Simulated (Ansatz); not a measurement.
# MnSb in Ansatz: the effect of exact exchange

MnSb:

```
CELL_PARAMETERS angstrom
0.00000 2.79502 2.79502
2.79502 0.00000 2.79502
2.79502 2.79502 0.00000
ATOMIC_POSITIONS crystal
Sb 0.50000 0.50000 0.50000
Mn 0.00000 0.00000 0.00000
```

The cell comes from a database or a generator and needn't be the stable form of this composition.

Alike in all runs:

```yaml
Program: Ansatz 0.2.0
Task: single point
Functional: HSE06 form with a typed share of exact exchange
Potentials_or_basis: Ansatz PAW
Cutoff: "420 eV (not typed: the program's choice for these potentials)"
k_mesh: 4 × 4 × 4
Occupations: fermi-dirac, width 0.05 eV
Spin: collinear spin, ferromagnetic start
Starting_moments: "[0.0, 4.0] μB"
```

| exact exchange | pressure (GPa) | moment (μB) |
| --- | --- | --- |
| 0.05 | 1.5 | 3.93 |
| 0.1 | ? | ? |
| 0.15 | 3.2 | 4.01 |
| 0.2 | 4.3 | 4.09 |
| 0.25 | 4.8 | 4.09 |
| 0.3 | 5.3 | 4.09 |

Task: What does the run with exact exchange 0.1 give?

Result: Pressure 2.6 GPa; moment 4.00 μB.

Worked out: A parabola through the other rows of the pressure, of slope 19 GPa per unit of exact exchange there, gives 2.5 GPa, against the run's 2.6. A parabola through the other rows of the moment, of slope 1.08 μB per unit of exact exchange there, gives 3.99 μB, against the run's 4.00.

Caveats: all runs use coarse meshes; the magnetic or orbital state may not be the lowest; a cell with one magnetic atom can't hold antiferromagnetic order, which such compounds often take; the PAW data sets come from PBE, with cores solved anew for the run's functional, which leaves a small shift of forces and pressure; the thresholds are loose for stress.
